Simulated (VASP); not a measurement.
# FeSi2 (P4/mmm) in VASP: phonons with PBEsol

Aim: the phonons of FeSi2 with PBEsol.

Everything below comes from runs of VASP 6.6.1. Logs are shortened: lines on timing, memory, paths and dates and some standing lists are left out, and cuts for length are marked.

### Step 1. Starting point

It takes space group P4/mmm (No. 123, tetragonal). Conventional cell: a = 2.684 Å, b = 2.684 Å, c = 5.128 Å, α = 90.00°, β = 90.00°, γ = 90.00°. Fe (site symmetry 4/mmm) has 8 Si at 2.35 Å and 4 Fe at 2.68 Å as nearest neighbours. Si (site symmetry 4mm) is surrounded by 4 Fe at 2.35 Å and 5 Si at 2.36 to 2.68 Å.

### Step 2. Phonons, PBEsol

Input file POSCAR:

```
FeSi2
1.0
    2.6840000000      0.0000000000      0.0000000000
    0.0000000000      2.6840000000      0.0000000000
    0.0000000000      0.0000000000      5.1280000000
Fe Si
1 2
Direct
    0.0000000000      0.0000000000      0.0000000000
    0.5000000000      0.5000000000      0.2700000000
    0.5000000000      0.5000000000      0.7300000000
```

Input file INCAR.step1:

```
SYSTEM = FeSi2
ALGO     = Normal         ! electronic algorithm
EDIFF    = 1E-8           ! SCF threshold, eV
EDIFFG   = -0.002         ! ionic threshold
ENCUT    = 600            ! plane-wave cutoff, eV
GGA      = PS             ! functional
IBRION   = 2              ! ionic algorithm
ISIF     = 3              ! what is computed and relaxed
ISMEAR   = 0              ! smearing method
LASPH    = .TRUE.         ! aspherical terms in the spheres
LCHARG   = .FALSE.        ! write CHGCAR
LREAL    = .FALSE.        ! projectors in reciprocal space
LWAVE    = .FALSE.        ! write WAVECAR
NELM     = 60             ! most SCF steps
NSW      = 40             ! ionic steps
PREC     = Accurate       ! precision mode
SIGMA    = 0.1            ! smearing width, eV
```

Input file INCAR.step2:

```
SYSTEM = FeSi2
ALGO     = Normal         ! electronic algorithm
EDIFF    = 1E-8           ! SCF threshold, eV
ENCUT    = 600            ! plane-wave cutoff, eV
GGA      = PS             ! functional
IBRION   = 6              ! ionic algorithm
ISIF     = 2              ! what is computed and relaxed
ISMEAR   = 0              ! smearing method
LASPH    = .TRUE.         ! aspherical terms in the spheres
LCHARG   = .FALSE.        ! write CHGCAR
LREAL    = .FALSE.        ! projectors in reciprocal space
LWAVE    = .FALSE.        ! write WAVECAR
NELM     = 60             ! most SCF steps
NFREE    = 2            
NSW      = 1              ! ionic steps
POTIM    = 0.015          ! step
PREC     = Accurate       ! precision mode
SIGMA    = 0.1            ! smearing width, eV
```

Input file KPOINTS:

```
k-points
0
G
  16 16 8
  0 0 0
```

Potentials or basis: VASP PAW PBE potentials, release 64 (Fe, Si).

Started as:

```bash
$ cat potpaw_PBE.64/Fe/POTCAR potpaw_PBE.64/Si/POTCAR > POTCAR
$ cp INCAR.step1 INCAR
$ mpirun -np 1 vasp_std > vasp.out
$ cp CONTCAR POSCAR
$ cp INCAR.step2 INCAR
$ mpirun -np 1 vasp_std > vasp.out
```

OUTCAR:

```text
SYSTEM = FeSi2
   EDIFF = 1E-8
   ENCUT = 600
   GGA = PS
   IBRION = 6
   ISIF = 2
   ISMEAR = 0
   LASPH = .TRUE.
   LREAL = .FALSE.
   NELM = 60
   NFREE = 2
   NSW = 1
   POTIM = 0.015
   PREC = Accurate

 ion  position               nearest neighbor table
   1  0.000  0.000  0.000-   2 2.35   3 2.35   2 2.35   3 2.35   2 2.35   3 2.35   2 2.35   3 2.35

   2  0.500  0.500  0.272-   3 2.33   1 2.35   1 2.35   1 2.35   1 2.35   3 2.78
   3  0.500  0.500  0.728-   2 2.33   1 2.35   1 2.35   1 2.35   1 2.35   2 2.78

  LATTYP: Found a simple tetragonal cell.
 ALAT       =     2.6779703790
 C/A-ratio  =     1.9080909675

  Lattice vectors:

 A1 = (   2.6779703790,   0.0000000000,   0.0000000000)
 A2 = (   0.0000000000,   2.6779703790,   0.0000000000)
 A3 = (   0.0000000000,   0.0000000000,   5.1098110915)

Analysis of symmetry for initial positions (statically):
=====================================================================
 Subroutine PRICEL returns:
 Original cell was already a primitive cell.

 Routine SETGRP: Setting up the symmetry group for a
 simple tetragonal supercell.

 Subroutine GETGRP returns: Found 16 space group operations
 (whereof 16 operations were pure point group operations)
 out of a pool of 16 trial point group operations.

The static configuration has the point symmetry D_4h.

Analysis of symmetry for dynamics (positions and initial velocities):
=====================================================================
 Subroutine PRICEL returns:
 Original cell was already a primitive cell.

 Routine SETGRP: Setting up the symmetry group for a
 simple tetragonal supercell.

 Subroutine GETGRP returns: Found 16 space group operations
 (whereof 16 operations were pure point group operations)
 out of a pool of 16 trial point group operations.

The dynamic configuration has the point symmetry D_4h.

 Subroutine INISYM returns: Found 16 space group operations
 (whereof 16 operations are pure point group operations),
 and found     1 'primitive' translations

----------------------------------------------------------------------------------------

                                     Primitive cell

  volume of cell :      36.6451

  direct lattice vectors                    reciprocal lattice vectors
     2.677970379  0.000000000  0.000000000     0.373417125  0.000000000  0.000000000
     0.000000000  2.677970379  0.000000000     0.000000000  0.373417125  0.000000000
     0.000000000  0.000000000  5.109811092     0.000000000  0.000000000  0.195701951

  length of vectors
     2.677970379  2.677970379  5.109811092     0.373417125  0.373417125  0.195701951

  position of ions in fractional coordinates (direct lattice)
     0.000000000  0.000000000  0.000000000
     0.500000000  0.500000000  0.271987283
     0.500000000  0.500000000  0.728012717

  ion indices of the primitive-cell ions
   primitive index   ion index
                 1           1
                 2           2
                 3           3

----------------------------------------------------------------------------------------

 KPOINTS: k-points

Automatic generation of k-mesh.
 Grid dimensions read from file:
 generate k-points for:   16   16    8

 Generating k-lattice:

  Cartesian coordinates                     Fractional coordinates (reciprocal lattice)
     0.023338570  0.000000000  0.000000000     0.062500000  0.000000000  0.000000000
     0.000000000  0.023338570  0.000000000     0.000000000  0.062500000  0.000000000
     0.000000000  0.000000000  0.024462744     0.000000000  0.000000000  0.125000000

  Length of vectors
     0.023338570  0.023338570  0.024462744

  Shift w.r.t. Gamma in fractional coordinates (k-lattice)
     0.000000000  0.000000000  0.000000000

 Subroutine IBZKPT returns following result:
 ===========================================

 Found    225 irreducible k-points:

 Following reciprocal coordinates:
            Coordinates               Weight
[... 43 lines left out ...]
   EDIFF  = 0.1E-07   stopping-criterion for ELM
   LREAL  =      F    real-space projection
   EDIFFG = 0.1E-06   stopping-criterion for IOM
   NSW    =     73    number of steps for IOM
   IBRION =      6    ionic relax: 0-MD 1-quasi-New 2-CG
   NFREE  =      2    steps in history (QN), initial steepest desc. (CG)
   ISIF   =      2    stress and relaxation
   ISYM   =      2    0-nonsym 1-usesym 2-fastsym
   POTIM  = 0.0150    time-step for ionic-motion
   TEBEG  =    0.0;   TEEND  =   0.0 temperature during run
   PSTRESS=    0.0 pullay stress
   NELECT =      16.0000    total number of electrons
   NUPDOWN=      -1.0000    fix difference up-down
   EMIN   =  10.00;   EMAX   =-10.00  energy-range for DOS
   EFERMI =   0.00;   METHOD = LEGACY
   ISMEAR =     0;   SIGMA  =   0.10  broadening in eV -4-tet -1-fermi 0-gaus
   EFERMI_NEDOS =   21; number of points for ismear=-14 and -15
   IALGO  =     38    algorithm
   IMIX   =      4    mixing-type and parameters
     AMIX     =   0.40;   BMIX     =  1.00
     AMIX_MAG =   1.60;   BMIX_MAG =  1.00
  volume/ion in A,a.u.               =      12.22        82.43
  Fermi-wavevector in a.u.,A,eV,Ry     =   1.241965  2.346974 20.986675  1.542477
  Thomas-Fermi vector in A             =   2.376340
   LORBIT       =      0    0 simple, 1 ext, 2 COOP (PROOUT), +10 PAW based schemes
   GGA     = PS    functional components
   LHFCALC =     F    Hartree Fock is set to
   AEXX    =    0.0000 exact exchange contribution
   IVDW    =     0    specifies the selected vdW correction
   LEPSILON=     F    determine dielectric tensor
   LRPA    =     F    only Hartree local field effects (RPA)
 finite differences with symmetry
 non-spin polarized calculation
 Gauss-broadening in eV      SIGMA  =   0.10
  energy-cutoff  :      600.00
  volume of cell :       36.65
 maximum number of plane-waves:      1244
 NGX is ok and might be reduce to    24
   NGX = 11   NGY = 11   NGZ = 21

--------------------------------------- Ionic step        1  -------------------------------------------

 number of electron      15.9999999 magnetization

 Free energy of the ion-electron system (eV)
  ---------------------------------------------------
  ext. energy  EPLUGINS =         0.00000000
  ---------------------------------------------------
  free energy    TOTEN  =       -21.95415979 eV

  energy without entropy =      -21.94903665  energy(sigma->0) =      -21.95159822

------------------------ aborting loop because EDIFF is reached ----------------------------------------

  FORCE on cell =-STRESS in cart. coord.  units (eV):
  Direction    XX          YY          ZZ          XY          YZ          ZX
  --------------------------------------------------------------------------------------
  -------------------------------------------------------------------------------------
  Total        0.0010620      0.0010620      0.0010459      0.0000000      0.0000000      0.0000000
  in kB        0.0464322      0.0464322      0.0457261      0.0000000      0.0000000      0.0000000
  external PRESSURE =       0.0461969 kB  Pullay stress =       0.0000000 kB
[... 283 lines left out ...]
--------------------------------------- Ionic step        9  -------------------------------------------

 number of electron      15.9999999 magnetization

 Free energy of the ion-electron system (eV)
  ---------------------------------------------------
  ext. energy  EPLUGINS =         0.00000000
  ---------------------------------------------------
  free energy    TOTEN  =       -21.95195384 eV

  energy without entropy =      -21.94680323  energy(sigma->0) =      -21.94937853

 E-fermi :  10.0248     XC(G=0): -12.1139

 val. band max:       10.0170933318   @ k =   0.5000   0.4375   0.3750
 cond. band min:      10.0413839523   @ k =   0.5000   0.2500   0.0000
 fundamental gap:      0.0242906205
 Fermi energy:        10.0248220391

 k-point     1 :       0.0000    0.0000    0.0000
  band No.  band energies     occupation
      1      -3.9963      2.00000
      2       0.8140      2.00000
      3       1.9940      2.00000
      4       6.3733      2.00000
      5       8.3527      2.00000
      6       8.4880      2.00000
      7       8.4880      2.00000
      8       9.3664      2.00000
      9      14.6277      0.00000
     10      14.6277      0.00000
     11      16.5732      0.00000
     12      17.1986      0.00000
[... 331 lines left out ...]
 k-point    24 :       0.5000    0.1250    0.0000
  band No.  band energies     occupation
      1       0.2811      2.00000
      2       2.3095      2.00000
      3       3.2422      2.00000
      4       5.4726      2.00000
      5       6.0440      2.00000
      6       7.0779      2.00000
      7       8.0389      2.00000
      8       9.2272      2.00000
      9      10.1158      0.19824
     10      11.5214      0.00000
     11      12.4031      0.00000
     12      15.3848      0.00000

 [... further k-points ...]

------------------------ aborting loop because EDIFF is reached ----------------------------------------

  FORCE on cell =-STRESS in cart. coord.  units (eV):
  Direction    XX          YY          ZZ          XY          YZ          ZX
  --------------------------------------------------------------------------------------
  -------------------------------------------------------------------------------------
  Total        0.1171361      0.1171361     -0.0152170      0.0000000      0.0000000      0.0000000
  in kB        5.1213577      5.1213577     -0.6653097      0.0000000      0.0000000      0.0000000
  external PRESSURE =       3.1924685 kB  Pullay stress =       0.0000000 kB
[... 18 lines left out ...]
  FREE ENERGIE OF THE ION-ELECTRON SYSTEM (eV)
  ---------------------------------------------------
  free  energy   TOTEN  =       -21.9519538380 eV

  energy  without entropy=      -21.9468032303  energy(sigma->0) =      -21.94937853

 INTERNAL STRAIN TENSORS FROM DISPLACED ATOMS
 ============================================

 INTERNAL STRAIN TENSOR FOR ION    1 for displacements in x,y,z  (eV/Angst):
          X           Y           Z          XY          YZ          ZX
  --------------------------------------------------------------------------------
  x     0.00000     0.00000     0.00000     0.00000     0.00000     0.00000
  y     0.00000     0.00000     0.00000     0.00000     0.00000     0.00000
  z     0.00000     0.00000     0.00000     0.00000     0.00000     0.00000

 INTERNAL STRAIN TENSOR FOR ION    3 for displacements in x,y,z  (eV/Angst):
          X           Y           Z          XY          YZ          ZX
  --------------------------------------------------------------------------------
  x     0.00000     0.00000     0.00000     0.00000     0.00000     5.45140
  y     0.00000     0.00000    -0.00000     0.00000     5.45140     0.00000
  z     7.51891     7.51891    -1.81031     0.00000     0.00000     0.00000

 Eigenvectors and eigenvalues of the dynamical matrix
 ----------------------------------------------------

   1 f  =   16.775631 THz   105.404399 2PiTHz  559.574819 cm-1    69.378404 meV
             X         Y         Z           dx          dy          dz
      0.000000  0.000000  0.000000    -0.000000   -0.000000   -0.000000
      1.338985  1.338985  1.389804    -0.000000   -0.000000    0.707107
      1.338985  1.338985  3.720007     0.000000    0.000000   -0.707107
[... 43 lines left out ...]
   9 f/i=    0.001596 THz     0.010030 2PiTHz    0.053250 cm-1     0.006602 meV
             X         Y         Z           dx          dy          dz
      0.000000  0.000000  0.000000    -0.457020    0.538061   -0.000000
      1.338985  1.338985  1.389804    -0.324213    0.381703   -0.000000
      1.338985  1.338985  3.720007    -0.324213    0.381703   -0.000000

 ELASTIC MODULI CONTR FROM IONIC RELAXATION (kBar)
 Direction    XX          YY          ZZ          XY          YZ          ZX
 --------------------------------------------------------------------------------
 XX        -152.8635   -152.8635     36.8045      0.0000     -0.0000      0.0000
 YY        -152.8635   -152.8635     36.8045      0.0000     -0.0000      0.0000
 ZZ          36.8045     36.8045     -8.8613      0.0000      0.0000     -0.0000
 XY           0.0000      0.0000      0.0000      0.0000      0.0000      0.0000
 YZ          -0.0000     -0.0000      0.0000      0.0000   -478.7783      0.0000
 ZX           0.0000      0.0000     -0.0000      0.0000      0.0000   -478.7783
 --------------------------------------------------------------------------------
```

Run time: 42 min. Hardware: 1 thread of AMD EPYC 7R43 (Zen 3), shared host; peak memory 0.61 GiB.

Results:

- Relaxed volume: 12.22 Å³/atom
- Relaxed cell: a = 2.678 Å, b = 2.678 Å, c = 5.110 Å, α = 90.00°, β = 90.00°, γ = 90.00°
- Space group after relaxing (to 0.05 Å): P4/mmm (No. 123)
- Highest phonon frequency at Γ, LO-TO splitting left out: 560 cm⁻¹

The path:
```csv
step,energy change (eV),largest force (eV/Å),pressure (GPa),volume (Å³)
1,0.0000,0.2882,-1.23,36.94
2,-0.0025,0.1242,1.15,36.44
3,-0.0041,0.0424,0.21,36.63
4,-0.0042,0.0287,-0.27,36.69
5,-0.0043,0.0050,-0.11,36.67
6,-0.0043,0.0029,0.04,36.64
7,-0.0043,0.0012,0.00,36.65
```

Final structure:
```yaml
crystal:
  lattice:
    - [2.67797, 0.00000, 0.00000]
    - [0.00000, 2.67797, 0.00000]
    - [0.00000, 0.00000, 5.10981]
  atoms:
    - { symbol: Fe, position: [0.00000, 0.00000, 0.00000] }
    - { symbol: Si, position: [0.50000, 0.50000, 0.27199] }
    - { symbol: Si, position: [0.50000, 0.50000, 0.72801] }
```

Phonon frequencies in cm⁻¹ (negative: imaginary):
| q point | frequencies |
| --- | --- |
| (0.000, 0.000, 0.000) | 0 0 0 229 229 294 294 364 560 |

Caveat: the PAW data sets were made with another functional, which shifts forces and pressure a little. Spin polarisation is off, so any magnetic state and its effect on volume and gap are missing.
